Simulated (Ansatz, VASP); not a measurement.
Given: the input of a run of Ansatz 0.2.0 on Ag.

Contents of input.yaml:

```yaml
crystal:
  lattice:
    - [0.0, 2.0010495236, 2.0010495236]
    - [2.0010495236, 0.0, 2.0010495236]
    - [2.0010495236, 2.0010495236, 0.0]
  atoms:
    - { symbol: Ag, position: [0.0, 0.0, 0.0] }
kpoints:
  mp_grid: { grid: [8, 8, 8] }
scf:
  occupations: { method: fermi_dirac, width: 0.01 }
hamiltonian:
  xc: revpbe
  dispersion: d3bj
  pseudopotentials: { kind: all_electron, lapw: { basis_error: 0.0005 } }
magnetization:
  noncollinear: true
  spin_orbit: true
output:
  forces: true
  stress: true
  eigenvalues: true
```

Potentials or basis: all-electron LAPW, relativistic spinors.

The run is started by

```console
$ ansatz run input.yaml --threads 1 --pin off --max-ram 2560MiB --backend cpu --events-out ev --progress --plain --runs-dir out
```

Problem. Set up the same calculation for VASP 6.6.1. Potentials there: VASP PAW PBE potentials, release 64 (Ag).

Solution. As run (the cutoff follows the program's own potentials):

Contents of INCAR:

```
  PREC = Accurate
  ENCUT = 520
  EDIFF = 1E-7
  ISMEAR = -1
  SIGMA = 0.01
  LREAL = False
  LASPH = True
  NELM = 150
  ALGO = Fast
  ISIF = 2
  LWAVE = False
  LCHARG = False
  MAGMOM = 0 0 0
  LORBIT = 11
  LSORBIT = True
  GGA_COMPAT = False
  LORBMOM = True
  LMAXMIX = 4
  GGA = RE
  IVDW = 12
  NBANDS = 22
```

File KPOINTS:

```
regular mesh
0
Gamma
  8 8 8
```

The input POSCAR:

```
Ag
1.0
    0.0000000000      2.0010495236      2.0010495236
    2.0010495236      0.0000000000      2.0010495236
    2.0010495236      2.0010495236      0.0000000000
Ag
1
Direct
    0.0000000000      0.0000000000      0.0000000000
```

Potentials or basis: VASP PAW PBE potentials, release 64 (Ag).

Run with:

```sh
$ cat potpaw_PBE.64/Ag/POTCAR > POTCAR
$ mpirun -np 1 vasp_ncl > vasp.out
```

Both were run:

|  | VASP | Ansatz | Ansatz less VASP |
| --- | --- | --- | --- |
| gap on the k mesh at the Fermi level (eV) | none | none | - |
| pressure (GPa) | 4.4 | 4.6 | +0.16 |
| net moment per atom (μB) | 0.00 | 0.00 | 0.000 |
| dispersion energy (meV/atom) | -1201.3 | -1201.4 | -0.16 |

A gap of «none» marks a metal or a gap that the smearing closes. Ansatz ran all-electron here, so the differences hold the error of VASP's frozen core and of both bases.

Caveats: the PAW data sets were made with another functional, which shifts forces and pressure a little (VASP); the k mesh is thin for a metal, which can move the energy by tens of meV per atom (Ansatz); pairwise dispersion overbinds metals, which lowers pressure and volume (Ansatz).
